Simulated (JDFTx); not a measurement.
# Hf (Im-3m) in JDFTx: equation of state

Aim: energy against volume of Hf in PBEsol, for its equilibrium volume and stiffness.

Program: JDFTx 1.7.0 (patched build). These are calculated values, not measurements. Logs are shortened: lines on timing, memory, paths and dates and some standing lists are left out, and cuts for length are marked. The log counts tension as positive stress, the text compression.

### 1 The structure

It takes space group Im-3m (No. 229, cubic). Conventional cell: a = 3.610 Å, b = 3.610 Å, c = 3.610 Å, α = 90.00°, β = 90.00°, γ = 90.00°. Around Hf (site symmetry m-3m) lie 8 Hf at 3.13 Å.

This isn't the form of Hf at room conditions, which is hcp.

### 2 Equation of state, PBEsol, 22.11 Å³/atom (volume scaled by 0.94)

The input, Hf.in:

```
lattice \
   -3.3413247770     3.3413247770     3.3413247770 \
    3.3413247770    -3.3413247770     3.3413247770 \
    3.3413247770     3.3413247770    -3.3413247770
coords-type Lattice
ion Hf     0.0000000000     0.0000000000     0.0000000000 1

ion-species pseudo/Hf.upf
elec-cutoff 29
elec-ex-corr gga-PBEsol
kpoint-folding 10 10 10
elec-smearing Fermi 0.0018374661
elec-n-bands 11
electronic-SCF nIterations 100 energyDiffThreshold 1e-09
electronic-minimize nIterations 30 energyDiffThreshold 1e-7
forces-output-coords Cartesian

dump-name run.$VAR
dump End Ecomponents EigStats BandEigs Kpoints Forces Stress
```

Potentials or basis: PseudoDojo-SR-PBEsol-0.4.1-standard with smoothed tails.

The run is started by

```bash
jdftx -c 1 -i Hf.in -o Hf.out
```

Output:

```text
*************** JDFTx 1.7.0 (patched build) ***************

Input parsed successfully to the following command list (including defaults):
[... the input with its defaults ...]

---------- Setting up symmetries ----------

Found 48 point-group symmetries of the bravais lattice
Found 48 space-group symmetries with basis
Applied RMS atom displacement 0 bohrs to make symmetries exact.

---------- Initializing the Grid ----------
R =
[     -3.34132      3.34132      3.34132  ]
[      3.34132     -3.34132      3.34132  ]
[      3.34132      3.34132     -3.34132  ]
unit cell volume = 149.216
G =
[ -3.30481e-17   0.940224   0.940224  ]
[   0.940224 -3.30481e-17   0.940224  ]
[   0.940224   0.940224 -3.30481e-17  ]
Minimum fftbox size, Smin = [  32  32  32  ]
Chosen fftbox size, S = [  32  32  32  ]

---------- Exchange Correlation functional ----------
Initalized PBEsol GGA exchange.
Initalized PBEsol GGA correlation.

---------- Setting up pseudopotentials ----------
Width of ionic core gaussian charges (only for fluid interactions / plotting) set to 0

Reading pseudopotential file 'pseudo/Hf.upf':
  'Hf' pseudopotential, 'PBESOL' functional
  Generated using ONCVPSP code by D. R. Hamann
  12 valence electrons, 4 orbitals, 8 projectors, 1001 radial grid points, with lMax = 3
    5S    l: 0   occupation:  2.0   eigenvalue: -2.463722
    5P    l: 1   occupation:  6.0   eigenvalue: -1.307898
    5D    l: 2   occupation:  2.0   eigenvalue: -0.099752
    6S    l: 0   occupation:  2.0   eigenvalue: -0.188562
  Core radius for overlap checks: 2.38 bohrs.

Initialized 1 species with 1 total atoms.

Folded 1 k-points by 10x10x10 to 1000 k-points.

---------- Setting up k-points, bands, fillings ----------
Reduced to 47 k-points under symmetry.
Computing the number of bands and number of electrons
Calculating initial fillings.
nElectrons:  12.000000   nBands: 11   nStates: 47

----- Setting up reduced wavefunction bases (one per k-point) -----
average nbasis = 1112.621 , ideal nbasis = 1113.030

---------- Setting up ewald sum ----------
Optimum gaussian width for ewald sums = 2.086251 bohr.
Real space sum over 2197 unit cells with max indices [  6  6  6  ]
Reciprocal space sum over 2197 terms with max indices [  6  6  6  ]

---------- Allocating electronic variables ----------
Initializing wave functions:  linear combination of atomic orbitals
Note: number of bands (11) exceeds available atomic orbitals (10)
Hf pseudo-atom occupations:   s ( 2 2 )  p ( 6 )  d ( 2 )
	FillingsUpdate:  mu: +0.545701042  nElectrons: 12.000000
LCAOMinimize: Iter:   0  F: -50.1066253040907625  |grad|_K:  7.692e-05  alpha:  1.000e+00
	FillingsUpdate:  mu: +0.545949693  nElectrons: 12.000000
LCAOMinimize: Iter:   1  F: -50.1066400626210466  |grad|_K:  1.527e-06  alpha:  8.769e-01  linmin:  1.675e-03  cgtest: -2.080e-02
	FillingsUpdate:  mu: +0.545948453  nElectrons: 12.000000
LCAOMinimize: Iter:   2  F: -50.1066400692060796  |grad|_K:  3.333e-08  alpha:  9.935e-01  linmin: -1.436e-02  cgtest:  6.503e-02
LCAOMinimize: Encountered beta<0, resetting CG.
	FillingsUpdate:  mu: +0.545948354  nElectrons: 12.000000
LCAOMinimize: Iter:   3  F: -50.1066400692094902  |grad|_K:  2.115e-09  alpha:  9.315e-01  linmin:  5.902e-02  cgtest: -7.001e-01
LCAOMinimize: Converged (|Delta F|<1.000000e-06 for 2 iters).

-------- Electronic minimization -----------
Will mix electronic density at each iteration.
	FillingsUpdate:  mu: +0.545948354  nElectrons: 12.000000
	FillingsUpdate:  mu: +0.531687290  nElectrons: 12.000000
SCF: Cycle:  0   F: -50.126394085764744   dF: -1.975e-02   |Residual|: 3.695e-02   |deigs|: 5.936e-02
	FillingsUpdate:  mu: +0.528716786  nElectrons: 12.000000
SCF: Cycle:  1   F: -50.127263874924239   dF: -8.698e-04   |Residual|: 1.866e-02   |deigs|: 8.695e-03
	FillingsUpdate:  mu: +0.526033272  nElectrons: 12.000000
SCF: Cycle:  2   F: -50.127506556577430   dF: -2.427e-04   |Residual|: 3.496e-03   |deigs|: 7.537e-03
	FillingsUpdate:  mu: +0.526545379  nElectrons: 12.000000
SCF: Cycle:  3   F: -50.127507400718699   dF: -8.441e-07   |Residual|: 1.905e-03   |deigs|: 1.731e-03
	FillingsUpdate:  mu: +0.526284079  nElectrons: 12.000000
SCF: Cycle:  4   F: -50.127510740858341   dF: -3.340e-06   |Residual|: 2.236e-04   |deigs|: 8.141e-04
	FillingsUpdate:  mu: +0.526227281  nElectrons: 12.000000
SCF: Cycle:  5   F: -50.127510676429544   dF: +6.443e-08   |Residual|: 4.356e-04   |deigs|: 2.410e-04
	FillingsUpdate:  mu: +0.526264664  nElectrons: 12.000000
SCF: Cycle:  6   F: -50.127510800898797   dF: -1.245e-07   |Residual|: 4.104e-05   |deigs|: 1.482e-04
	FillingsUpdate:  mu: +0.526266114  nElectrons: 12.000000
SCF: Cycle:  7   F: -50.127510805224816   dF: -4.326e-09   |Residual|: 1.828e-05   |deigs|: 3.059e-05
	FillingsUpdate:  mu: +0.526269024  nElectrons: 12.000000
SCF: Cycle:  8   F: -50.127510806187495   dF: -9.627e-10   |Residual|: 6.691e-06   |deigs|: 2.469e-05
	FillingsUpdate:  mu: +0.526267688  nElectrons: 12.000000
SCF: Cycle:  9   F: -50.127510806334094   dF: -1.466e-10   |Residual|: 1.970e-06   |deigs|: 2.087e-05
SCF: Converged (|Delta E|<1.000000e-09 for 2 iters).

Setting wave functions to eigenvectors of Hamiltonian

# Stress tensor in Cartesian coordinates [Eh/a0^3]:
[  0.000113102            0            0  ]
[            0  0.000113102            0  ]
[            0            0  0.000113102  ]

# Ionic positions in lattice coordinates:
ion Hf   0.000000000000000   0.000000000000000   0.000000000000000 1

# Forces in Cartesian coordinates:
force Hf   0.000000000000000   0.000000000000000   0.000000000000000 1

# Energy components:
   Eewald =      -39.2097185775335575
       EH =        7.0189272391028661
     Eloc =      -27.1439377406837465
      Enl =        2.6129511172508897
      Exc =      -14.1477527528514191
 Exc_core =        6.2477060954892929
       KE =       14.4948119783610636
-------------------------------------
     Etot =      -50.1270126408646135
       TS =        0.0004981654694789
-------------------------------------
        F =      -50.1275108063340937

IonicMinimize: Iter:   0  F: -50.127510806334094  |grad|_K:  0.000e+00
IonicMinimize: Converged (|grad|_K<1.000000e-04).

#--- Lowdin population analysis ---
# oxidation-state Hf +0.063

Dumping 'run.eigStats' ...
	eMin: -1.733800 at state 0 ( [ +0.000000 +0.000000 +0.000000 ] spin 0 )
	HOMO: +0.525559 at state 25 ( [ +0.100000 +0.400000 -0.400000 ] spin 0 )
	mu  : +0.526268
	LUMO: +0.526658 at state 16 ( [ +0.100000 +0.100000 +0.300000 ] spin 0 )
	eMax: +1.075054 at state 14 ( [ +0.100000 +0.100000 +0.100000 ] spin 0 )
	HOMO-LUMO gap: +0.001100
	Optical gap  : +0.006838 at state 25 ( [ +0.100000 +0.400000 -0.400000 ] spin 0 )
Done!
```

Run time: 9.4 s. Hardware: 1 thread of Intel Xeon 6975P-C (Granite Rapids), shared host; peak memory 0.07 GiB.

Results:

```
Free energy            : -1364.0391 eV
Pressure               : -3.3 GPa
Band gap on the k mesh : none (metal or under the smearing width)
```

### 3 Equation of state, PBEsol, 22.58 Å³/atom (volume scaled by 0.96)

The input, Hf.in:

```
lattice \
   -3.3648560086     3.3648560086     3.3648560086 \
    3.3648560086    -3.3648560086     3.3648560086 \
    3.3648560086     3.3648560086    -3.3648560086
coords-type Lattice
ion Hf     0.0000000000     0.0000000000     0.0000000000 1

ion-species pseudo/Hf.upf
elec-cutoff 29
elec-ex-corr gga-PBEsol
kpoint-folding 10 10 10
elec-smearing Fermi 0.0018374661
elec-n-bands 11
electronic-SCF nIterations 100 energyDiffThreshold 1e-09
electronic-minimize nIterations 30 energyDiffThreshold 1e-7
forces-output-coords Cartesian

dump-name run.$VAR
dump End Ecomponents EigStats BandEigs Kpoints Forces Stress ElecDensity Dtot KEdensity
```

Potentials or basis: PseudoDojo-SR-PBEsol-0.4.1-standard with smoothed tails.

The run is started by

```bash
jdftx -c 1 -i Hf.in -o Hf.out
```

It took 10 s on 1 thread of Intel Xeon 6975P-C (Granite Rapids), shared host; peak memory 0.07 GiB.

The run converged. Its results:

```
Free energy            : -1364.0264 eV
Pressure               : -5.3 GPa
Band gap on the k mesh : none (metal or under the smearing width)
```

### 4 Equation of state, PBEsol, 23.05 Å³/atom (volume scaled by 0.98)

Hf.in: that of step 3 with these lines changed.

```diff
@@ -1,5 +1,5 @@
 lattice \
-   -3.3648560086     3.3648560086     3.3648560086 \
-    3.3648560086    -3.3648560086     3.3648560086 \
-    3.3648560086     3.3648560086    -3.3648560086
+   -3.3880626453     3.3880626453     3.3880626453 \
+    3.3880626453    -3.3880626453     3.3880626453 \
+    3.3880626453     3.3880626453    -3.3880626453
 coords-type Lattice
```

Potentials or basis: PseudoDojo-SR-PBEsol-0.4.1-standard with smoothed tails.

The run is started by

```bash
jdftx -c 1 -i Hf.in -o Hf.out
```

Output:

```text
*************** JDFTx 1.7.0 (patched build) ***************

Input parsed successfully to the following command list (including defaults):
[... the input with its defaults ...]

---------- Setting up symmetries ----------

Found 48 point-group symmetries of the bravais lattice
Found 48 space-group symmetries with basis
Applied RMS atom displacement 0 bohrs to make symmetries exact.

---------- Initializing the Grid ----------
R =
[     -3.38806      3.38806      3.38806  ]
[      3.38806     -3.38806      3.38806  ]
[      3.38806      3.38806     -3.38806  ]
unit cell volume = 155.566
G =
[ 4.40433e-18   0.927253   0.927253  ]
[   0.927253 4.40433e-18   0.927253  ]
[   0.927253   0.927253 4.40433e-18  ]
Minimum fftbox size, Smin = [  32  32  32  ]
Chosen fftbox size, S = [  32  32  32  ]

---------- Exchange Correlation functional ----------
Initalized PBEsol GGA exchange.
Initalized PBEsol GGA correlation.

---------- Setting up pseudopotentials ----------
[... 65 lines left out ...]
SCF: Cycle:  8   F: -50.126377468862209   dF: -9.389e-10   |Residual|: 1.266e-05   |deigs|: 5.976e-05
	FillingsUpdate:  mu: +0.501310435  nElectrons: 12.000000
SCF: Cycle:  9   F: -50.126377469102501   dF: -2.403e-10   |Residual|: 1.731e-06   |deigs|: 6.105e-05
SCF: Converged (|Delta E|<1.000000e-09 for 2 iters).

Setting wave functions to eigenvectors of Hamiltonian

# Stress tensor in Cartesian coordinates [Eh/a0^3]:
[  0.000240781            0            0  ]
[            0  0.000240781            0  ]
[            0            0  0.000240781  ]

# Ionic positions in lattice coordinates:
ion Hf   0.000000000000000   0.000000000000000   0.000000000000000 1

# Forces in Cartesian coordinates:
force Hf   0.000000000000000  -0.000000000000000  -0.000000000000000 1

# Energy components:
   Eewald =      -38.6688257857492843
       EH =        7.2265732950561175
     Eloc =      -27.8557253142626209
      Enl =        2.6117656936559941
      Exc =      -14.1270007871789662
 Exc_core =        6.2477061734553141
       KE =       14.4396612267748381
-------------------------------------
     Etot =      -50.1258454982486157
       TS =        0.0005319708538855
-------------------------------------
        F =      -50.1263774691025006

IonicMinimize: Iter:   0  F: -50.126377469102501  |grad|_K:  0.000e+00
IonicMinimize: Converged (|grad|_K<1.000000e-04).

#--- Lowdin population analysis ---
# oxidation-state Hf +0.072

Dumping 'run.eigStats' ...
	eMin: -1.763393 at state 0 ( [ +0.000000 +0.000000 +0.000000 ] spin 0 )
	HOMO: +0.500217 at state 16 ( [ +0.100000 +0.100000 +0.300000 ] spin 0 )
	mu  : +0.501310
	LUMO: +0.501573 at state 11 ( [ +0.000000 +0.200000 +0.300000 ] spin 0 )
	eMax: +1.038124 at state 14 ( [ +0.100000 +0.100000 +0.100000 ] spin 0 )
	HOMO-LUMO gap: +0.001356
	Optical gap  : +0.010890 at state 8 ( [ +0.000000 +0.100000 +0.300000 ] spin 0 )
Done!
```

Wall time 9.8 s (1 thread of Intel Xeon 6975P-C (Granite Rapids), shared host); peak memory 0.07 GiB.

What came out:

| Quantity | Value |
| --- | --- |
| Free energy | -1364.0082 eV |
| Pressure | -7.1 GPa |
| Band gap on the k mesh | none (metal or under the smearing width) |

### 5 Equation of state, PBEsol, 23.52 Å³/atom

Hf.in: that of step 4 with these lines changed.

```diff
@@ -1,5 +1,5 @@
 lattice \
-   -3.3880626453     3.3880626453     3.3880626453 \
-    3.3880626453    -3.3880626453     3.3880626453 \
-    3.3880626453     3.3880626453    -3.3880626453
+   -3.4109556549     3.4109556549     3.4109556549 \
+    3.4109556549    -3.4109556549     3.4109556549 \
+    3.4109556549     3.4109556549    -3.4109556549
 coords-type Lattice
```

The run is started by

```bash
jdftx -c 1 -i Hf.in -o Hf.out
```

Wall time 12 s (1 thread of Intel Xeon 6975P-C (Granite Rapids), shared host); peak memory 0.08 GiB.

The run converged. Its results:

```
Free energy            : -1363.9850 eV
Pressure               : -8.7 GPa
Band gap on the k mesh : none (metal or under the smearing width)
```

### 6 Equation of state, PBEsol, 23.99 Å³/atom (volume scaled by 1.02)

Hf.in: that of step 5 with these lines changed.

```diff
@@ -1,5 +1,5 @@
 lattice \
-   -3.4109556549     3.4109556549     3.4109556549 \
-    3.4109556549    -3.4109556549     3.4109556549 \
-    3.4109556549     3.4109556549    -3.4109556549
+   -3.4335454237     3.4335454237     3.4335454237 \
+    3.4335454237    -3.4335454237     3.4335454237 \
+    3.4335454237     3.4335454237    -3.4335454237
 coords-type Lattice
```

Potentials or basis: PseudoDojo-SR-PBEsol-0.4.1-standard with smoothed tails.

The run is started by

```bash
jdftx -c 1 -i Hf.in -o Hf.out
```

Run time: 12 s. Hardware: 1 thread of Intel Xeon 6975P-C (Granite Rapids), shared host; peak memory 0.08 GiB.

The run converged. Its results:

| Quantity | Value |
| --- | --- |
| Free energy | -1363.9573 eV |
| Pressure | -10.2 GPa |
| Band gap on the k mesh | none (metal or under the smearing width) |

### 7 Equation of state, PBEsol, 24.46 Å³/atom (volume scaled by 1.04)

Hf.in: that of step 6 with these lines changed.

```diff
@@ -1,5 +1,5 @@
 lattice \
-   -3.4335454237     3.4335454237     3.4335454237 \
-    3.4335454237    -3.4335454237     3.4335454237 \
-    3.4335454237     3.4335454237    -3.4335454237
+   -3.4558417978     3.4558417978     3.4558417978 \
+    3.4558417978    -3.4558417978     3.4558417978 \
+    3.4558417978     3.4558417978    -3.4558417978
 coords-type Lattice
```

The run is started by

```bash
jdftx -c 1 -i Hf.in -o Hf.out
```

Run time: 11 s. Hardware: 1 thread of Intel Xeon 6975P-C (Granite Rapids), shared host; peak memory 0.08 GiB.

Results (log left out):

| Property | Result |
| --- | --- |
| Free energy | -1363.9255 eV |
| Pressure | -11.5 GPa |
| Band gap on the k mesh | none (metal or under the smearing width) |

### 8 Equation of state, PBEsol, 24.93 Å³/atom (volume scaled by 1.06)

Hf.in: that of step 7 with these lines changed.

```diff
@@ -1,5 +1,5 @@
 lattice \
-   -3.4558417978     3.4558417978     3.4558417978 \
-    3.4558417978    -3.4558417978     3.4558417978 \
-    3.4558417978     3.4558417978    -3.4558417978
+   -3.4778541226     3.4778541226     3.4778541226 \
+    3.4778541226    -3.4778541226     3.4778541226 \
+    3.4778541226     3.4778541226    -3.4778541226
 coords-type Lattice
```

The run is started by

```bash
jdftx -c 1 -i Hf.in -o Hf.out
```

Wall time 10 s (1 thread of Intel Xeon 6975P-C (Granite Rapids), shared host); peak memory 0.08 GiB.

It converged, with:

```yaml
Free_energy: -1363.8900 eV
Pressure: -12.7 GPa
Band_gap_on_the_k_mesh: none (metal or under the smearing width)
```

### 9 Equation of state, PBEsol

Potentials or basis: PseudoDojo-SR-PBEsol-0.4.1-standard with smoothed tails.

This step only gathers the single runs of the series.

Results:

| Item | Value |
| --- | --- |
| Equilibrium volume | 21.41 Å³/atom (rough: see the caveat) |
| Bulk modulus | 109 GPa (rough) |

Energy against volume, from the lowest point:
```tsv
volume (Å³/atom)	energy (meV/atom)
22.112	0.00
22.582	12.66
23.052	30.84
23.523	54.02
23.993	81.73
24.464	113.53
24.934	149.05
```

Caveat: the minimum lies outside the volumes run. The run has no spin-orbit coupling, so splittings on Hf are missing.
